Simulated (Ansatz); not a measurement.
The system is TiNi.

```xyz
2
Lattice="2.7358 0.0000 0.0000 0.0000 2.7358 0.0000 0.0000 0.0000 3.5814" Properties=species:S:1:pos:R:3 pbc="T T T"
Ni    0.0000    0.0000    0.0000
Ti    1.3679    1.3679    1.7907
```

The cell comes from a database or a generator and needn't be the stable form of this composition.

Below is the output of Ansatz 0.2.0 for this cell. Logs are shortened: lines on timing, memory, paths and dates and some standing lists are left out, and cuts for length are marked.

```text
Warning: output.stress: scf.convergence.dr2_threshold = 1e-7 eV (the SCF's general default) is looser than the 2e-10 eV advised for a printed stress (1e-10 eV for each atom of the cell: 2). What an SCF threshold leaves in a stress goes as its square root, and in the free energy as the threshold itself, and one threshold admits the most on a small cell: of the crystals measured, under no hybrid functional and no lock of the moments, on runs that ended without the residual-converged pass, on stresses that held no estimate of that error, the worst erred by over 100 MPa in a component at 1e-7 eV an atom and by under 5 at 1e-10. Set scf.convergence.dr2_threshold to 2e-10 eV or tighter. The threshold is an SCF's pass mark: one that does not reach it within its budget of iterations ends unconverged, or closes short of it on a stop that the run arms, and scf.convergence.dr2_threshold's page says what that costs each kind of run
Warning: RAYON_NUM_THREADS=2 ignored (pool sized by the plan → 2); use --threads N
Engine: ansatz 0.2.0, aarch64-unknown-linux-gnu
Pseudopotentials: kind: paw
Pseudopotential: Ni, paw, valence charge 18, recommended cutoff 420 eV (normal), Ni.paw.azcp
Pseudopotential: Ti, paw, valence charge 12, recommended cutoff 420 eV (normal), Ti.paw.azcp
Functional definition: PBEsol
  exchange = pbesol_x
  correlation = pbesol_c
Crystal: 2 atoms, lattice volume = 26.805 Å³
Basis set: ecut = 420 eV, 535 PW (Γ), exchange–correlation on 40×40×48 points (8 copies of the dense FFT grid, shifted against one another)
Bands: 20, of which v1, the nominal top of the filled ones, is band 15 counted from 1 (14 counted from 0)
Symmetry: 16 space group operations
Space group: P4/mmm (ITA 123), of the structure as read, at distance tolerance 3.0e-5 Å
Magnetic group: BNS 123.339 (UNI 999), of the structure as read, at distance tolerance 3.0e-5 Å
k-points: 60 of 384
Non-local potential: Ni, projectors of the file, l = 0: 3, l = 1: 2, l = 2: 3, l = 3: 1
Non-local potential: Ti, projectors of the file, l = 0: 3, l = 1: 2, l = 2: 3, l = 3: 1
PAW form: soft (Blöchl's): semilocal exchange-correlation on the pseudo side does not see the compensation charge
PAW frozen core: Ni, regenerated for the run's functional, and the local potential with it (the file was generated under x = pbe(κ = 0.804, μ = 0.2195149727645171), c = pbe(β = 0.06672455060314922))
PAW frozen core: Ti, regenerated for the run's functional, and the local potential with it (the file was generated under x = pbe(κ = 0.804, μ = 0.2195149727645171), c = pbe(β = 0.06672455060314922))
PAW one-centre angular grid: Ni, 590 points (default); XC on 64 Gauss nodes
PAW one-centre angular grid: Ti, 590 points (default); XC on 64 Gauss nodes
Initial density: superposition of atomic densities (chi_scale 0.1, normalization cell)
Starting moments: Σ|m| = 2 μB on 2 of 2 sites
Initial wavefunctions: pseudopotential atomic-orbital guess
[... 19 lines left out ...]
Absolute magnetization: 2.0000 μB (∫|ρ↑−ρ↓|, with the PAW one-centre terms)
Spin contamination: 0.0039 ħ² per cell (⟨S²⟩ above its minimum at these occupations)
Per-site moments (μB) at R_I (Å): [(0.6171892820130028, 1.0873842251019563), (0.9907229206141333, 1.0873842251019563)]
Free energy (F): -8279.192669 eV
Harris-Foulkes:  -8279.192669 eV  (|F-HF|=6.22e-10)
Internal energy: -8279.176630 eV  (E = F + TS)
E sigma→0 (E₀):  -8279.184649 eV
Entropy (-TS):   -0.016039 eV (-8.019 meV/atom)
Fermi energy:    15.999697 (↑ 16.470648, ↓ 15.528747) eV
--- Per-component energies (eV) ---
  E_band       = -447.997550
  E_kinetic    = 557.587014
  E_local      = -4597.967110  (includes V_loc(G=0)·N_el)
  E_nonlocal   = 644.718767
  E_hartree    = 1936.610875
  E_xc         = -182.151117
  E_vxc        = -232.129640  (∫ρ·V_xc dr)
  E_paw        = -2617.150474  (= ΣΔE_a)
  E_vpaw       = -693.428424  (= ΣTr[D̂ρ^β])
  E_aug_tail   = 0.000614  (compensation charges beyond the density's cutoff)
  E_ewald      = -4021.161872
  E_core_change = 0.336673  (= ΣΔE_core)
  E_smearing   = -0.016039  (= −TS)
  E_closure    = 0.000000  (closes the sum)
  Σ components = -8279.192669   (vs F -8279.192669, Δ=0.00e0)
--- Forces (eV/Å), atoms counted from 1 ---
  atom   1  Ni    -0.00000000     0.00000000     0.00000000
  atom   2  Ti     0.00000000    -0.00000000    -0.00000000
  max |Σ_I F_I| component: 5.01e-29 eV/Å
--- Stress (GPa, compression-positive) ---
        0.825961      -0.000000       0.000000
       -0.000000       0.825961      -0.000000
        0.000000      -0.000000      -4.966198
  P = ⅓ Tr σ = -1.1048 GPa (-11.048 kbar)
--- Band table (eV; the first three rows and the last of 120) ---
  k-point 0 ↑: bands = ["-87.3789", "-47.9730", "-47.8539", "-47.8539", "-40.7397", "-17.0905", "-16.7861", "-16.7861", "8.1032", "11.7526", "12.2269", "13.9498", "13.9498", "14.6488", "15.2687", "16.3249", "18.7459", "18.7459", "19.2605", "19.5422"]
  k-point 1 ↑: bands = ["-87.3789", "-47.9736", "-47.8539", "-47.8539", "-40.7382", "-17.1065", "-16.7859", "-16.7859", "8.4789", "11.8363", "12.3464", "14.0017", "14.0017", "14.6637", "15.1057", "15.8977", "18.4774", "18.4774", "18.7373", "19.2367"]
  k-point 2 ↑: bands = ["-87.3789", "-47.9749", "-47.8538", "-47.8538", "-40.7353", "-17.1385", "-16.7855", "-16.7855", "9.5214", "11.8495", "12.6380", "14.1178", "14.1178", "14.6679", "14.6941", "14.7275", "17.8543", "17.9770", "17.9770", "19.1888"]
  k-point 59 ↓: bands = ["-86.7270", "-47.3287", "-47.2639", "-47.2639", "-39.6492", "-16.3460", "-16.3460", "-16.1734", "13.2044", "13.7217", "13.7217", "13.9766", "14.9448", "15.0154", "15.0154", "15.7515", "19.4049", "21.3164", "23.2211", "25.0363"]
```

**Question.** What input gives this log?

**Answer.** Single point with PBEsol, collinear spin, ferromagnetic start. The files as run (others can give the same):

input.yaml
```yaml
crystal:
  lattice:
    - [2.735803, 0.0, 0.0]
    - [0.0, 2.735803, 0.0]
    - [0.0, 0.0, 3.58141]
  atoms:
    - { symbol: Ni, position: [0.0, 0.0, 0.0], spin: 1.0 }
    - { symbol: Ti, position: [0.5, 0.5, 0.5], spin: 1.0 }
hamiltonian:
  xc: pbesol
  pseudopotentials: { kind: paw }
magnetization:
  spin_polarized: true
  initial_magnetization: 2.0
  spin_locking: { lock_magnetization: hard }
kpoints:
  mp_grid: { grid: [8, 8, 6] }
scf:
  occupations: { method: fermi_dirac, width: 0.05 }
  lower_state_search: "off"
output:
  forces: true
  stress: true
  eigenvalues: true
```

Potentials or basis: Ansatz PAW.
Launch:
```console
$ ansatz run input.yaml --threads 2 --pin off --max-ram 5632MiB --backend cpu --events-out ev --progress --plain --runs-dir out
```

Caveat: the total moment is fixed, so each spin has its own Fermi level; the PAW data sets come from PBE, with cores solved anew for the run's functional, which leaves a small shift of forces and pressure; the thresholds are loose for stress.
